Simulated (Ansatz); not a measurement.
Nb3Sn:

```
CELL_PARAMETERS angstrom
5.28210 0.00000 0.00000
0.00000 5.28210 0.00000
0.00000 0.00000 5.28210
ATOMIC_POSITIONS crystal
Sn 0.50000 0.50000 0.50000
Sn 0.00000 0.00000 0.00000
Nb 0.00000 0.50000 0.25000
Nb 0.00000 0.50000 0.75000
Nb 0.50000 0.25000 0.00000
Nb 0.75000 0.00000 0.50000
Nb 0.50000 0.75000 0.00000
Nb 0.25000 0.00000 0.50000
```

Base run:

- Program: Ansatz 0.2.0
- Functional: r2SCAN
- Potentials or basis: Ansatz PAW
- Cutoff: 500 eV (not typed: the program's choice for these potentials)
- k mesh: 5 × 5 × 5
- Occupations: fermi-dirac, width 0.05 eV
- Spin: no spin polarisation

Its results: band gap on the k mesh none (metal or under the smearing width); pressure 2.2 GPa.

Q: After a change of settings the same cell gave: band gap on the k mesh none (metal or under the smearing width); pressure -5.9 GPa. Which change was it?
A. functional from r2SCAN to LDA; cutoff from 500 eV (not typed: the program's choice for these potentials) to 420 eV (not typed: the program's choice for these potentials)
B. functional from r2SCAN to revPBE; cutoff from 500 eV (not typed: the program's choice for these potentials) to 420 eV (not typed: the program's choice for these potentials)
C. functional from r2SCAN to PBE; cutoff from 500 eV (not typed: the program's choice for these potentials) to 420 eV (not typed: the program's choice for these potentials)
D. functional from r2SCAN to BLYP; cutoff from 500 eV (not typed: the program's choice for these potentials) to 420 eV (not typed: the program's choice for these potentials)

A: A.

Caveats: spin-orbit coupling is left out, which moves the levels of the heavy elements; the PAW data sets come from PBE, with cores solved anew for the run's functional, which leaves a small shift of forces and pressure.
